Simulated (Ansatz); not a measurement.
Crystal: CdO (Monteponite).

```
Cd O
1.0
     0.00000    2.34950    2.34950
     2.34950    0.00000    2.34950
     2.34950    2.34950    0.00000
Cd O
1 1
Cartesian
  0.0000 0.0000 0.0000
  2.3495 2.3495 2.3495
```

Base run:

| Quantity | Value |
| --- | --- |
| Program | Ansatz 0.2.0 |
| Functional | PBEsol |
| Potentials or basis | Ansatz PAW |
| Cutoff | 420 eV (not typed: the program's choice for these potentials) |
| k mesh | 10 × 10 × 10 |
| Occupations | fermi-dirac, width 0.05 eV |
| Spin | no spin polarisation |

Its results: band gap on the k mesh none (metal or under the smearing width); pressure -0.8 GPa.

**Question.** The run is repeated on the same cell with these changes: functional from PBEsol to PBE; occupations from fermi-dirac, width 0.05 eV to gaussian, width 0.012 eV. What comes out?

**Answer.** Band gap on the k mesh none (metal or under the smearing width); pressure 6.1 GPa.

Caveats: this crystal is a semiconductor, whose small gap the functional closes, so the metal is an error of the method; the PAW data sets come from PBE, with cores solved anew for the run's functional, which leaves a small shift of forces and pressure (some runs).
